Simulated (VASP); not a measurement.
# As (Pm-3m) in VASP: settings compared, part 2 of 2

VASP 6.6.1.

### 3 Single point, RPBE

run.py reads:

```python
from ase.calculators.vasp import Vasp
from ase.dft.bandgap import bandgap
from ase.io import read

atoms = read('As.xyz')
calc = Vasp(
    directory='calc',
    xc='rpbe',
    pp='PBE',
    setups='materialsproject',
    prec='Accurate',
    encut=520,
    ediff=1e-06,
    ismear=0,
    sigma=0.05,
    lreal=False,
    lasph=True,
    nelm=60,
    algo='Normal',
    isif=2,
    lwave=False,
    lcharg=False,
    kpts=[10, 10, 10],
    gamma=True,
    nbands=8,
)
atoms.calc = calc

print('energy (eV):', atoms.get_potential_energy())
print('free energy (eV):', atoms.get_potential_energy(force_consistent=True))
print('forces (eV/A):')
print(atoms.get_forces())
print('stress (eV/A^3, Voigt):', atoms.get_stress())
print('Fermi level (eV):', calc.get_fermi_level())
gap, top, bottom = bandgap(calc)
print('band gap (eV):', gap, 'from (spin, k, band)', top, 'to', bottom)
```

As.xyz reads:

```xyz
1
Lattice="2.7036817444 0.0000000000 0.0000000000 0.0000000000 2.7036817444 0.0000000000 0.0000000000 0.0000000000 2.7036817444" Properties=species:S:1:pos:R:3 pbc="T T T"
As     1.3518408722      1.3518408722      1.3518408722
```

Potentials or basis: VASP PAW PBE potentials, release 64 (As).

The run is started by

```bash
$ python run.py
```

Output:

```text
energy (eV): -4.17449119
free energy (eV): -4.17476469
forces (eV/A):
[[0. 0. 0.]]
stress (eV/A^3, Voigt): [-0.02514592 -0.02514592 -0.02514592 -0.          0.         -0.        ]
Fermi level (eV): 6.04001449
band gap (eV): 0.0 from (spin, k, band) (None, None, None) to (None, None, None)
```

OUTCAR:

```text
ENCUT = 520.000000
   EDIFF = 1.00e-06
   GGA = RP
   PREC = Accurate
   ISIF = 2
   ISMEAR = 0
   NELM = 60
   LASPH = .TRUE.
   LREAL = .FALSE.

 ion  position               nearest neighbor table
   1  0.500  0.500  0.500-

  LATTYP: Found a simple cubic cell.
 ALAT       =     2.7036817444

[... 457 lines left out ...]
  -------------------------------------------------------------------------------------
  Total        0.4969743      0.4969743      0.4969743      0.0000000      0.0000000     -0.0000000
  in kB       40.2881974     40.2881974     40.2881974      0.0000000      0.0000000     -0.0000000
  external PRESSURE =      40.2881974 kB  Pullay stress =       0.0000000 kB

 VOLUME and BASIS-vectors are now :
 -----------------------------------------------------------------------------
  energy-cutoff  :      520.00
  volume of cell :       19.76
      direct lattice vectors                 reciprocal lattice vectors
     2.703681744  0.000000000  0.000000000     0.369866018  0.000000000  0.000000000
     0.000000000  2.703681744  0.000000000     0.000000000  0.369866018  0.000000000
     0.000000000  0.000000000  2.703681744     0.000000000  0.000000000  0.369866018

 POSITION                                       TOTAL-FORCE (eV/Angst)
 -----------------------------------------------------------------------------------
      1.35184      1.35184      1.35184         0.000000      0.000000      0.000000
 -----------------------------------------------------------------------------------
    total drift:                                0.000000     -0.000000      0.000000

  FREE ENERGIE OF THE ION-ELECTRON SYSTEM (eV)
  ---------------------------------------------------
  free  energy   TOTEN  =        -4.1747646890 eV

  energy  without entropy=       -4.1742176926  energy(sigma->0) =       -4.17449119
```

INCAR:

```text
ENCUT = 520.000000
SIGMA = 0.050000
EDIFF = 1.00e-06
ALGO = Normal
GGA = RP
PREC = Accurate
ISIF = 2
ISMEAR = 0
NBANDS = 8
NELM = 60
LASPH = .TRUE.
LCHARG = .FALSE.
LWAVE = .FALSE.
LREAL = .FALSE.
```

Wall time 5.5 s (1 thread of Intel Xeon 6975P-C (Granite Rapids), shared host); peak memory 0.12 GiB.

What came out:

| Property | Result |
| --- | --- |
| Free energy | -4.1748 eV |
| Pressure | 4.0 GPa |
| Band gap on the k mesh | none (metal or under the smearing width) |

Caveat: the PAW data sets were made with another functional, which shifts forces and pressure a little.

### 4 Atomic charges, LDA, non-collinear spin, random start

INCAR reads:

```
SYSTEM = As
PREC = Accurate ; ENCUT = 520
EDIFF = 1E-6 ; ISMEAR = -1
SIGMA = 0.05 ; LREAL = .FALSE.
LASPH = .TRUE. ; NELM = 100
ALGO = Normal ; ISIF = 2
LWAVE = .FALSE. ; LCHARG = .FALSE.
LNONCOLLINEAR = .TRUE. ; MAGMOM = 0.077 0.104 0.011
LORBIT = 11
```

KPOINTS reads:

```
regular mesh
0
G
  7 7 7
  0 0 0
```

POSCAR reads:

```
As
1.0
    2.7036817444      0.0000000000      0.0000000000
    0.0000000000      2.7036817444      0.0000000000
    0.0000000000      0.0000000000      2.7036817444
As
1
Cartesian
    1.3518408722      1.3518408722      1.3518408722
```

Potentials or basis: VASP PAW LDA potentials, release 64 (As).

The run is started by

```bash
$ cat potpaw_LDA.64/As/POTCAR > POTCAR
$ mpirun -np 1 vasp_ncl > vasp.out
```

Wall time 21 s (1 thread of Intel Xeon 6975P-C (Granite Rapids), shared host); peak memory 0.18 GiB.

The run converged. Its results:

| Item | Value |
| --- | --- |
| Free energy | -5.3538 eV |
| Pressure | -2.5 GPa |
| Band gap on the k mesh | none (metal or under the smearing width) |
| Net moment | 0.00 μB per cell |
| Valence electrons inside the program's atomic spheres | As 2.70 |

Levels at points of the mesh, in eV from the Fermi level:
```tsv
k point	band 4	band 5	band 6	band 7	band 8	band 9
(0.00, 0.00, 0.00)	4.24	4.24	4.24	4.24	4.24	8.72
```

Moments on the atoms (μB; x, y, z):
```
As  0.00 0.00 0.00
```

### 5 Single point, HSE03+D3, spin-orbit coupling, no magnetisation

Changes to POSCAR since step 4:

```diff
@@ -7,3 +7,3 @@
 1
-Cartesian
-    1.3518408722      1.3518408722      1.3518408722
+Direct
+    0.5000000000      0.5000000000      0.5000000000
```

INCAR.step1 reads:

```
SYSTEM = As
PREC = Accurate ; ENCUT = 550
EDIFF = 1E-5 ; ISMEAR = -1
SIGMA = 0.02 ; LREAL = .False.
LASPH = .True. ; NELM = 100
ALGO = Normal ; ISIF = 2
LWAVE = .True. ; LCHARG = .False.
LNONCOLLINEAR = .True. ; MAGMOM = 0 0 0
LORBIT = 11 ; LSORBIT = .True.
GGA_COMPAT = .False. ; NBANDS = 16
GGA = PE
```

INCAR.step2 reads:

```
SYSTEM = As
PREC = Accurate ; ENCUT = 550
EDIFF = 1E-7 ; ISMEAR = -1
SIGMA = 0.02 ; LREAL = .False.
LASPH = .True. ; NELM = 100
ALGO = Normal ; ISIF = 2
LWAVE = .False. ; LCHARG = .False.
LNONCOLLINEAR = .True. ; MAGMOM = 0 0 0
LORBIT = 11 ; LSORBIT = .True.
GGA_COMPAT = .False. ; GGA = PE
LHFCALC = .True. ; HFSCREEN = 0.3
PRECFOCK = Normal ; IVDW = 11
VDW_S6 = 1.0 ; VDW_S8 = 1.0156
VDW_SR = 1.3944 ; VDW_SR8 = 1.0
NBANDS = 16 ; ISTART = 1
```

KPOINTS reads:

```
Automatic mesh
0
Gamma
  5 5 5
  0 0 0
```

Potentials or basis: VASP PAW PBE potentials, release 64 (As_GW).

The run is started by

```bash
$ cat potpaw_PBE.64/As_GW/POTCAR > POTCAR
$ cp INCAR.step1 INCAR
$ mpirun -np 1 vasp_ncl > vasp.out
$ cp INCAR.step2 INCAR
$ mpirun -np 1 vasp_ncl > vasp.out
```

Wall time 1.8 min (1 thread of Intel Xeon 6975P-C (Granite Rapids), shared host); peak memory 0.29 GiB.

It converged, with:

| Property | Result |
| --- | --- |
| Free energy | -5.4008 eV |
| Pressure | -1.3 GPa |
| Valence electrons inside the program's atomic spheres | As 2.65 |
| Dispersion energy per atom | -0.276 eV |

Caveat: the k mesh is coarse (spacing up to 0.46 Å⁻¹), so the values aren't converged, least of all with exact exchange; the PAW data sets were made with another functional, which shifts forces and pressure a little.

### 6 For comparison

An earlier run on the cell as given: functional PBE; potentials or basis VASP PAW PBE potentials, release 64 (As); cutoff 520 eV; k mesh 10 × 10 × 10; occupations fermi-dirac, width 0.05 eV; no spin polarisation.

* Pressure: 2.4 GPa
* Band gap on the k mesh: none (metal or under the smearing width)

### 7 Summary

```csv
task,level,potentials or basis,spin,k mesh,cutoff (eV),smearing,grid for exact exchange (PRECFOCK),mesh quality,gap on the mesh (eV),pressure (GPa)
single point,RPBE,"VASP PAW PBE potentials, release 64 (As)",off,10 × 10 × 10,520,gaussian 0.05 eV,-,not flagged,none,4.0
atomic charges,LDA,"VASP PAW LDA potentials, release 64 (As)","non-collinear, random start",7 × 7 × 7,520,fermi-dirac 0.05 eV,-,not flagged,none,-2.5
single point,HSE03+D3,"VASP PAW PBE potentials, release 64 (As_GW)","SOC, no magnetisation",5 × 5 × 5,550,fermi-dirac 0.02 eV,Normal,coarse,-,-1.3
single point,PBE,"VASP PAW PBE potentials, release 64 (As)",off,10 × 10 × 10,520,fermi-dirac 0.05 eV,-,not flagged,none,2.4
```

Alike in all rows: cell as given.

Caveats: some runs use coarse meshes; the PAW data sets were made with another functional, which shifts forces and pressure a little (some runs).

Absolute energies hang on the potentials; compare differences alone.
